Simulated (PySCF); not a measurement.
## How well do the runs reproduce experiment for 1-butene?

**Measured values to compare with.**

From NIST CCCBDB Release 22 (SRD 101), experimental polarizabilities, for the gas: mean polarisability 7.83 Å³.

The runs below try to reproduce these values; the comparison stands at the end.

Species: 1-butene, C₄H₈.
SMILES with atom numbers: `[CH2:1]=[CH:2][CH2:3][CH3:4]` (hydrogens: H5, H6 on C1; H7 on C2; H8, H9 on C3; H10, H11, H12 on C4)

Geometry (GFN2-xTB, Å), atoms numbered from 1 in this order:
```xyz
12
C4H8 angstrom
C      1.8773    0.3011    0.5688
C      0.6712    0.6814    0.1931
C     -0.2505   -0.1374   -0.6533
C     -1.5398   -0.4679    0.0982
H      2.2888   -0.6490    0.2681
H      2.5082    0.9198    1.1843
H      0.2776    1.6390    0.5101
H     -0.5006    0.4248   -1.5578
H      0.2473   -1.0611   -0.9538
H     -1.3170   -1.0427    0.9943
H     -2.2084   -1.0527   -0.5293
H     -2.0530    0.4440    0.3955
```

Runs made with PySCF (gas phase, on this GFN2-xTB geometry; no spin–orbit coupling):

```
              level                                                                job  basis functions  wall time
CAM-B3LYP/def2-SVPD  8 singlets by full TDDFT, 3 Tamm–Dancoff triplets, polarisability              144       13 s
```

Hardware: one thread of an Arm Neoverse V1, on a shared host.

**Comparison with experiment**

**Mean polarisability.** Measured: 7.83 Å³ (NIST CCCBDB Release 22 (SRD 101), experimental polarizabilities).

```json
{"level": "CAM-B3LYP/def2-SVPD", "computed (Å³)": "7.53", "computed − measured (Å³)": "-0.30", "% (from the printed values)": "-4"}
```

The computed values are static and purely electronic, with core orbitals frozen in the response (1 au = 0.148185 Å³). The table of measured values doesn't say here whether a value is static or optical, or holds a vibrational part. The measurement averages over conformers, the calculation has one.

No measured geometry was used, and the causes of the misses weren't examined.
